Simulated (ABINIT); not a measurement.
# SnSe (Fm-3m) in ABINIT: single point with PBE0

Aim: the single point of SnSe with PBE0.

Program: ABINIT 10.8.3 (patched build). These are calculated values, not measurements. Logs are shortened: lines on timing, memory, paths and dates and some standing lists are left out, and cuts for length are marked. The log counts tension as positive stress, the text compression.

## 1. The structure

Symmetry: Fm-3m, No. 225, cubic system. Conventional cell: a = 6.020 Å, b = 6.020 Å, c = 6.020 Å, α = 90.00°, β = 90.00°, γ = 90.00°. Sn (site symmetry m-3m) is surrounded by 6 Se at 3.01 Å. Se (site symmetry m-3m) has 6 Sn at 3.01 Å as nearest neighbours.

Measurements of this composition are mostly on another form, of space group No. 62.

## 2. Single point, PBE0

run.abi

```
# Pseudopotentials
pp_dirpath "./"
pseudos "Sn_ONCV_PBE-1.2.upf, Se_ONCV_PBE-1.2.upf"

# Structure
acell 4.2567828227 4.2567828227 4.2567828227 Angstrom
rprim
     0.0000000000     0.7071067812     0.7071067812
     0.7071067812     0.0000000000     0.7071067812
     0.7071067812     0.7071067812     0.0000000000
ntypat 2
znucl 50 34
natom 2
typat 1 2
xred
     0.0000000000     0.0000000000     0.0000000000
     0.5000000000     0.5000000000     0.5000000000

# Plane-wave basis
ecut 18.0

# k points
kptopt 1
ngkpt 6 6 6
nshiftk 1
shiftk 0.0 0.0 0.0

# Exchange and correlation
ixc 41

# Bands and occupations
nband 12
occopt 1

# SCF cycle
nstep 60
diemac 6.0
toldfe 1.0e-7

# Output
iomode 3
prtwf 0
prtden 0
prteig 0
prtebands 0
enunit 2
```

Potentials or basis: SG15 NC PBE v1.2.

Command:

```sh
> mpirun --bind-to none -np 8 abinit run.abi > log 2>&1
```

run.abo:

```text
.Version 10.8.3 of ABINIT
 Symmetries : space group Fm -3 m (#225); Bravais cF (face-center cubic)
================================================================================
 Values of the parameters that define the memory need of the present run
     intxc =       0    ionmov =       0      iscf =       7    lmnmax =       6
     lnmax =       6     mgfft =      32  mpssoang =       3    mqgrid =    3001
     natom =       2  nloc_mem =       1    nspden =       1   nspinor =       1
    nsppol =       1      nsym =      48    n1xccc =       0    ntypat =       2
    occopt =       1   xclevel =       2
       mpw =        1363          nfft =       32768          nkpt =          16
================================================================================
================================================================================

--------------------------------------------------------------------------------
------------- Echo of variables that govern the present computation ------------
--------------------------------------------------------------------------------
 -outvars: echo values of preprocessed input variables --------
            acell      8.0441537124E+00  8.0441537124E+00  8.0441537124E+00 Bohr
              amu      1.18710000E+02  7.89600000E+01
           diemac      6.00000000E+00
             ecut      1.80000000E+01 Hartree
           enunit           2
              ixc          41
                       outvar_i_n : Printing only first  50 k-points.
         kptrlatt        6    0    0      0    6    0      0    0    6
          kptrlen      4.82649223E+01
            natom           2
            nband          12
          nbandhf          10
            ngfft          32      32      32
             nkpt          16
           nkpthf         216
            nstep          60
             nsym          48
           ntypat           2
           prtden           0
        prtebands           0
           prteig           0
            prtwf           0
            rprim      0.0000000000E+00  7.0710678120E-01  7.0710678120E-01
                       7.0710678120E-01  0.0000000000E+00  7.0710678120E-01
                       7.0710678120E-01  7.0710678120E-01  0.0000000000E+00
          spgroup         225
           toldfe      1.00000000E-07 Hartree
            typat      1  2
          usefock           1
           xangst      0.0000000000E+00  0.0000000000E+00  0.0000000000E+00
                       3.0100000000E+00  3.0100000000E+00  3.0100000000E+00
            xcart      0.0000000000E+00  0.0000000000E+00  0.0000000000E+00
                       5.6880756390E+00  5.6880756390E+00  5.6880756390E+00
             xred      0.0000000000E+00  0.0000000000E+00  0.0000000000E+00
                       5.0000000000E-01  5.0000000000E-01  5.0000000000E-01
            znucl       50.00000   34.00000

================================================================================

 chkinp: Checking input parameters for consistency.

================================================================================
== DATASET  1 ==================================================================

--- !DatasetInfo
iteration_state: {dtset: 1, }
dimensions: {natom: 2, nkpt: 16, mband: 12, nsppol: 1, nspinor: 1, nspden: 1, mpw: 1363, }
cutoff_energies: {ecut:  18.0, pawecutdg:  -1.0, }
electrons: {nelect:   2.00000000E+01, charge:   0.00000000E+00, occopt:   1.00000000E+00, tsmear:   1.00000000E-02, }
meta: {optdriver: 0, ionmov: 0, optcell: 0, iscf: 7, paral_kgb: 0, }
...

 Exchange-correlation functional for the present dataset will be:
  PBE0 with alpha=0.25

 Real(R)+Recip(G) space primitive vectors, cartesian coordinates (Bohr,Bohr^-1):
 R(1)=  0.0000000  5.6880756  5.6880756  G(1)= -0.0879032  0.0879032  0.0879032
 R(2)=  5.6880756  0.0000000  5.6880756  G(2)=  0.0879032 -0.0879032  0.0879032
 R(3)=  5.6880756  5.6880756  0.0000000  G(3)=  0.0879032  0.0879032 -0.0879032
 Unit cell volume ucvol=  3.6806632E+02 bohr^3
 Angles (23,13,12)=  6.00000000E+01  6.00000000E+01  6.00000000E+01 degrees

 getcut: wavevector=  0.0000  0.0000  0.0000  ngfft=  32  32  32
         ecut(hartree)=     18.000   => boxcut(ratio)=   2.08290

--- Pseudopotential description ------------------------------------------------
- pspini: atom type   1  psp file is ./Sn_ONCV_PBE-1.2.upf
12 -101130 2 -1 602                           pspcod,pspxc,lmax,lloc,mmax
     nproj     2     2     2

- pspini: atom type   2  psp file is ./Se_ONCV_PBE-1.2.upf
12 -101130 2 -1 602                           pspcod,pspxc,lmax,lloc,mmax
     nproj     2     2     2

   9.93461466E+02                                ecore*ucvol(ha*bohr**3)
--------------------------------------------------------------------------------

================================================================================

--- !BeginCycle
iteration_state: {dtset: 1, }
solver: {iscf: 7, nstep: 60, nline: 4, wfoptalg: 0, }
tolerances: {toldfe: 1.00E-07, }
...

     iter   Etot(hartree)      deltaE(h)  residm     vres2
 ETOT  1  -67.353377530892    -6.735E+01 1.018E-01 1.929E+01
 ETOT  2  -69.482872992935    -2.129E+00 1.559E-03 1.797E+01
 ETOT  3  -69.495272808805    -1.240E-02 6.871E-04 7.161E+00
 ETOT  4  -69.496220418877    -9.476E-04 4.440E-04 5.408E+00
 ETOT  5  -69.498212623412    -1.992E-03 1.375E-04 3.412E-01
 ETOT  6  -69.498132441648     8.018E-05 6.516E-05 8.421E-01
 ETOT  7  -69.498282013659    -1.496E-04 1.971E-05 3.962E-01
 ETOT  8  -69.498399199808    -1.172E-04 1.082E-05 3.927E-03
 ETOT  9  -69.498412427058    -1.323E-05 5.241E-06 6.357E-03
 ETOT 10  -69.498411463471     9.636E-07 1.890E-06 2.464E-03
 ETOT 11  -69.498409216057     2.247E-06 1.732E-06 2.622E-03
 ETOT 12  -69.498408658789     5.573E-07 8.909E-07 7.592E-05
 ETOT 13  -69.498407853145     8.056E-07 7.147E-07 7.550E-06
 ETOT 14  -69.498407309233     5.439E-07 6.024E-07 1.878E-04
 ETOT 15  -69.498407005577     3.037E-07 5.014E-07 2.440E-04
 ETOT 16  -69.498406856452     1.491E-07 4.303E-07 1.673E-04
 ETOT 17  -69.498406805505     5.095E-08 3.584E-07 6.186E-06
 ETOT 18  -69.498406749752     5.575E-08 3.020E-07 1.748E-05

 At SCF step   18, etot is converged :
  for the second time, diff in etot=  5.575E-08 < toldfe=  1.000E-07

 Cartesian components of stress tensor (hartree/bohr^3)
  sigma(1 1)=  6.27483200E-05  sigma(3 2)=  0.00000000E+00
  sigma(2 2)=  6.27483200E-05  sigma(3 1)=  0.00000000E+00
  sigma(3 3)=  6.27483200E-05  sigma(2 1)=  0.00000000E+00

--- !ResultsGS
iteration_state: {dtset: 1, }
comment   : Summary of ground state results
lattice_vectors:
- [  0.0000000,   5.6880756,   5.6880756, ]
- [  5.6880756,   0.0000000,   5.6880756, ]
- [  5.6880756,   5.6880756,   0.0000000, ]
lattice_lengths: [   8.04415,    8.04415,    8.04415, ]
lattice_angles: [ 60.000,  60.000,  60.000, ] # degrees, (23, 13, 12)
lattice_volume:   3.6806632E+02
convergence: {deltae:  5.575E-08, res2:  1.748E-05, residm:  3.020E-07, diffor: null, }
etotal    :  -6.94984067E+01
entropy   :   0.00000000E+00
fermie    :   1.88407372E-01
cartesian_stress_tensor: # hartree/bohr^3
- [  6.27483200E-05,   0.00000000E+00,   0.00000000E+00, ]
- [  0.00000000E+00,   6.27483200E-05,   0.00000000E+00, ]
- [  0.00000000E+00,   0.00000000E+00,   6.27483200E-05, ]
pressure_GPa:  -1.8461E+00
xred      :
- [  0.0000E+00,   0.0000E+00,   0.0000E+00, Sn]
- [  5.0000E-01,   5.0000E-01,   5.0000E-01, Se]
cartesian_forces: # hartree/bohr
- [ -0.00000000E+00,  -0.00000000E+00,  -0.00000000E+00, ]
- [ -0.00000000E+00,  -0.00000000E+00,  -0.00000000E+00, ]
force_length_stats: {min:   0.00000000E+00, max:   0.00000000E+00, mean:   0.00000000E+00, }
...

 Integrated electronic density in atomic spheres:
 ------------------------------------------------
 Atom  Sphere_radius  Integrated_density
    1        2.00000         10.36681887
    2        2.00000          3.26096052
================================================================================

 ----iterations are completed or convergence reached----

 Mean square residual over all n,k,spin=   19.304E-10; max=  30.200E-08
 reduced coordinates (array xred) for    2 atoms
       0.000000000000      0.000000000000      0.000000000000
       0.500000000000      0.500000000000      0.500000000000
 rms dE/dt=  0.0000E+00; max dE/dt=  0.0000E+00; dE/dt below (all hartree)
    1       0.000000000000      0.000000000000      0.000000000000
    2       0.000000000000      0.000000000000      0.000000000000

 cartesian coordinates (angstrom) at end:
    1      0.00000000000000     0.00000000000000     0.00000000000000
    2      3.01000000002685     3.01000000002685     3.01000000002685

 cartesian forces (hartree/bohr) at end:
    1     -0.00000000000000    -0.00000000000000    -0.00000000000000
    2     -0.00000000000000    -0.00000000000000    -0.00000000000000
 frms,max,avg= 0.0000000E+00 0.0000000E+00   0.000E+00  0.000E+00  0.000E+00 h/b

 cartesian forces (eV/Angstrom) at end:
    1     -0.00000000000000    -0.00000000000000    -0.00000000000000
    2     -0.00000000000000    -0.00000000000000    -0.00000000000000
 frms,max,avg= 0.0000000E+00 0.0000000E+00   0.000E+00  0.000E+00  0.000E+00 e/A
 length scales=  8.044153712372  8.044153712372  8.044153712372 bohr
              =  4.256782822700  4.256782822700  4.256782822700 angstroms
 Fermi (or HOMO) energy (hartree) =   0.18841   Average Vxc (hartree)=  -0.27722
 Eigenvalues (hartree) for nkpt=  16  k points:
 kpt#   1, nband= 12, wtk=  0.00463, kpt=  0.0000  0.0000  0.0000 (reduced coord)
  -0.64496   -0.64496   -0.64470   -0.64470   -0.64470   -0.39493   -0.03360    0.07844
   0.07844    0.07844    0.37544    0.37544
 prteigrs : prtvol=0 or 1, do not print more k-points.

 Fermi (or HOMO) energy (eV) =   5.12683   Average Vxc (eV)=  -7.54350
 Eigenvalues (   eV  ) for nkpt=  16  k points:
 kpt#   1, nband= 12, wtk=  0.00463, kpt=  0.0000  0.0000  0.0000 (reduced coord)
 -17.55022  -17.55022  -17.54309  -17.54309  -17.54309  -10.74647   -0.91425    2.13439
   2.13439    2.13439   10.21636   10.21637
 prteigrs : prtvol=0 or 1, do not print more k-points.

--- !EnergyTerms
iteration_state     : {dtset: 1, }
comment             : Components of total free energy in Hartree
kinetic             :  3.44785420330680E+01
hartree             :  1.43673454883929E+01
xc                  : -7.24251336189191E+00
Ewald energy        : -5.47972286661035E+01
psp_core            :  2.69913708435829E+00
local_psp           : -4.41000417952847E+01
non_local_psp+x     : -1.49036475322908E+01
total_energy        : -6.94984067497517E+01
...

--- !EnergyTermsDC
iteration_state     : {dtset: 1, }
comment             : '"Double-counting" decomposition of free energy'
band_energy         : -7.03179857298502E+00
Ewald energy        : -5.47972286661035E+01
psp_core            :  2.69913708435829E+00
xc_dc               : -1.03683387129318E+01
total_energy_dc     : -6.94982288676621E+01
...

 Cartesian components of stress tensor (hartree/bohr^3)
  sigma(1 1)=  6.27483200E-05  sigma(3 2)=  0.00000000E+00
  sigma(2 2)=  6.27483200E-05  sigma(3 1)=  0.00000000E+00
  sigma(3 3)=  6.27483200E-05  sigma(2 1)=  0.00000000E+00

-Cartesian components of stress tensor (GPa)         [Pressure= -1.8461E+00 GPa]
- sigma(1 1)=  1.84611931E+00  sigma(3 2)=  0.00000000E+00
- sigma(2 2)=  1.84611931E+00  sigma(3 1)=  0.00000000E+00
- sigma(3 3)=  1.84611931E+00  sigma(2 1)=  0.00000000E+00

== END DATASET(S) ==============================================================
================================================================================

 -outvars: echo values of variables after computation  --------
            acell      8.0441537124E+00  8.0441537124E+00  8.0441537124E+00 Bohr
           etotal     -6.9498406750E+01
            fcart     -0.0000000000E+00 -0.0000000000E+00 -0.0000000000E+00
                      -0.0000000000E+00 -0.0000000000E+00 -0.0000000000E+00
            rprim      0.0000000000E+00  7.0710678120E-01  7.0710678120E-01
                       7.0710678120E-01  0.0000000000E+00  7.0710678120E-01
                       7.0710678120E-01  7.0710678120E-01  0.0000000000E+00
           strten      6.2748319996E-05  6.2748319996E-05  6.2748319996E-05
                       0.0000000000E+00  0.0000000000E+00  0.0000000000E+00
           xangst      0.0000000000E+00  0.0000000000E+00  0.0000000000E+00
                       3.0100000000E+00  3.0100000000E+00  3.0100000000E+00
             xred      0.0000000000E+00  0.0000000000E+00  0.0000000000E+00
                       5.0000000000E-01  5.0000000000E-01  5.0000000000E-01
 Calculation completed.
```

It took 17 min on 8 MPI ranks of AMD EPYC 7R43 (Zen 3), shared host; peak memory 0.88 GiB.

Results:

```
Free energy                                           : -1891.1480 eV
Pressure                                              : -1.8 GPa
Band gap on the k mesh                                : 0.70 eV, direct
Valence electrons inside the program's atomic spheres : Sn 10.37; Se 3.26
```

Levels at points of the mesh, in eV from the valence-band top:
```
           k point  band 8  band 9  band 10  band 11  band 12
(0.00, 0.00, 0.00)   -2.99   -2.99    -2.99     5.09     5.09
(0.50, 0.00, 0.00)   -2.61   -2.61     0.00     0.70     1.63
(0.50, 0.50, 0.00)   -6.68   -4.62    -4.62     3.84     6.26
```

Caveat: the potentials were made for another functional, which shifts forces and pressure; spin-orbit coupling is left out, which moves the levels of the heavy elements. A k mesh can miss the band edges.
